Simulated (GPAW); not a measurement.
Runs of GPAW 26.7.0 on FeO (Wuestite). The structure is cubic, space group Fm-3m (No. 225). Conventional cell: a = 4.311 Å, b = 4.311 Å, c = 4.311 Å, α = 90.00°, β = 90.00°, γ = 90.00°. Fe (site symmetry m-3m) is surrounded by 6 O at 2.16 Å. O (site symmetry m-3m) is surrounded by 6 Fe at 2.16 Å. 

| level | potentials or basis | gap on the mesh (eV) | pressure (GPa) | moment (μB) | relaxed volume (Å³/atom) |
| --- | --- | --- | --- | --- | --- |
| PBE | GPAW PAW data sets (gpaw-data 1.2.1), pw | none | 0.0 | 4.00 | 10.06 |
| PBEsol | PAW data sets generated in the run's folder for this functional, pw | none | 0.2 | 4.00 | (b) |
| PBE+D3(BJ) | GPAW PAW data sets (gpaw-data 1.2.1), pw | none | 0.0 | 4.00 | (a) |
| LDA | the program's PAW data sets (release 1.2.1) made for this functional, pw | none | 0.1 | 3.84 | 9.16 |
| RPBE | the program's PAW data sets (release 1.2.1) made for this functional, pw | none | 0.2 | 4.00 | 10.37 |
| PBE+D4 | GPAW PAW data sets (gpaw-data 1.2.1), pw | none | 0.3 | 4.00 | 9.85 |

Alike in all rows: task relaxation of cell and atoms; spin collinear, ferromagnetic start; cell relaxed; k mesh 8 × 8 × 8; cutoff (eV) 800; smearing fermi-dirac 0.05 eV.

Estimate the missing entries.

(a) 9.89; (b) 9.65.

Caveats: each step starts from the last one's moments, so a moment once lost doesn't come back; later steps reuse the first step's grids; a cell with one magnetic atom can't hold antiferromagnetic order, which such compounds often take; semilocal functionals often make such compounds metallic where correlation or magnetic order opens a gap, which also shifts bond lengths; pairwise dispersion overbinds metals, which lowers pressure and volume (some runs).

A gap of «none» marks a metal or a gap under the smearing width.
